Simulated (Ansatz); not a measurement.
# CoO: the cost of one run

Computed with Ansatz 0.2.0 (DFT PBE, scalar-relativistic, plane waves, PAW, unless a step's input says otherwise).

2 further runs of the same task are left out: 2 set aside as unsound or not needed.

## Step 1: The structure to begin with

Symmetry: P6_3mc, No. 186, hexagonal system. The conventional cell has a = 3.167 Å, b = 3.167 Å, c = 5.289 Å, α = 90.00°, β = 90.00°, γ = 120.00°. Co (site symmetry 3m) is surrounded by 4 O at 1.91 to 1.97 Å. Around O (site symmetry 3m) lie 4 Co at 1.91 to 1.97 Å.

As a file:

```
Co O
1.0
     3.16739    0.00000    0.00000
    -1.58369    2.74304    0.00000
     0.00000    0.00000    5.28850
Co O
2 2
Direct
  0.00000 0.00000 0.00714
  0.33333 0.66667 0.50714
  0.00000 0.00000 0.36786
  0.33333 0.66667 0.86786
```

It goes back to an entry of the Materials Project, which need not be the stable form.

This cell was relaxed beforehand with the same method: volume 11.49 Å³/atom, gap on the mesh 0.15 eV, site moments up to 2.1 μB.

## Step 2: Bands, states and charges

input.yaml

```yaml
crystal:
  lattice:
    - [3.1673863586, 0.0, 0.0]
    - [-1.5836931793, 2.7430370502, 0.0]
    - [0.0, 0.0, 5.288502063]
  atoms:
    - { symbol: Co, position: [0.0, 0.0, 0.0071360796], spin: -2.32 }
    - { symbol: Co, position: [0.3333333333, 0.6666666667, 0.5071361012], spin: 2.32 }
    - { symbol: O, position: [0.0, 0.0, 0.3678642996], spin: 0.17 }
    - { symbol: O, position: [0.3333333333, 0.6666666667, 0.8678645196], spin: -0.17 }
basis:
  ecutwfc: 420
kpoints:
  mp_grid: { grid: [12, 12, 8] }
  band_path:
    path:
      - [[0.0, 0.0, 0.0], [0.5, 0.0, 0.0], [0.33333333, 0.33333333, 0.0], [0.0, 0.0, 0.0], [0.0, 0.0, 0.5], [0.5, 0.0, 0.5], [0.33333333, 0.33333333, 0.5], [0.0, 0.0, 0.5]]
      - [[0.5, 0.0, 0.5], [0.5, 0.0, 0.0]]
      - [[0.33333333, 0.33333333, 0.5], [0.33333333, 0.33333333, 0.0]]
    npoints: 14
hamiltonian:
  xc: pbe
scf:
  occupations: { method: gaussian, width: 0.01 }
  n_extra_bands: 10
output:
  forces: true
  stress: true
  eigenvalues: true
  populations: true
  dos: { projected: true, de: 0.02, nscf_kmesh: { grid: [18, 18, 12] } }
  bader: true
  write_density: true
  write_potential: true
  elf: true
  volumetric_format: npy
magnetization:
  spin_polarized: true
checkpoint:
  read: start.run
  write: ck
  compress: false
  write_wavefunctions: false
  write_every: 100000
```

Command:

```sh
ansatz run input.yaml --threads 1 --pin off --max-ram 2560MiB --backend cpu --events-out ev --progress --plain --runs-dir out
```

What time and memory should one allow on 1 thread of Intel Xeon at 2.70GHz, shared host?

About 3.5 min, with a peak of 0.76 GiB.
